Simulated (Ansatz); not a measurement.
## C: comparing deformations

Computed with DFT r2SCAN, scalar-relativistic, plane waves, PAW (Ansatz). The runs took a 500 eV cutoff, a Γ-centred 24×24×8 mesh and Gaussian smearing (0.15 eV). No spin polarisation. Energies are free energies at this smearing, counted from the undisturbed cell; pressure is positive in compression.

The undisturbed cell (relaxed at this level):

```yaml
crystal:
  lattice:
    - [2.45589, 0.00000, 0.00000]
    - [-1.22795, 2.12686, 0.00000]
    - [0.00000, 0.00000, 7.04979]
  atoms:
    - { symbol: C, position: [0.00000, 0.00000, 0.00250] }
    - { symbol: C, position: [0.00000, 0.00000, 0.50250] }
    - { symbol: C, position: [0.33333, 0.66667, 0.00250] }
    - { symbol: C, position: [0.66667, 0.33333, 0.50250] }
```

The cell holds layers and no dispersion correction was added, so their binding is poorly described.

The cell is strained by ε times a Voigt pattern (xx, yy, zz, yz, xz, xy; engineering shear) with fractional coordinates fixed. τ = (1/V0) dE/dε comes from the stress tensor. Of each scan, only the three points used here are listed.

```csv
pattern,ε,τ (GPa)
"(0, 0, 1, 0, 0, 0)",-0.0100,-0.257
"(0, 0, 1, 0, 0, 0)",0.0000,-0.022
"(0, 0, 1, 0, 0, 0)",0.0100,0.179
"(0, 0, 0, 0, 0, 1)",-0.0125,-5.63
"(0, 0, 0, 0, 0, 1)",0.0000,0.00
"(0, 0, 0, 0, 0, 1)",0.0125,5.63
```

Question: Which constants do the scans give, and which deformation costs least for the same size of strain tensor?

Answer: The slope dτ/dε at zero (parabola through three points) is pᵀCp: (0, 0, 1, 0, 0, 0) gives C33 = 21.8 GPa; (0, 0, 0, 0, 0, 1) gives C66 = 450 GPa. The size of the strain tensor, ε:ε, is ε² times 1.0, 0.5. Per unit of it the stiffnesses are 21.8, 901 GPa, so (0, 0, 1, 0, 0, 0) is the softest of these: at ε:ε = (1 %)² the quadratic term costs 0.06 meV/atom against 2.59 for the stiffest. These are clamped-ion values.

Forces appear on the atoms along this scan, and letting them relax would lower the energy and soften the response. The gap closes along the scan, which can put kinks into the curve.

Cost: 18 runs of about 9.2 core-minutes in all, on Intel Xeon Processor @ 2.70GHz (shared hosts).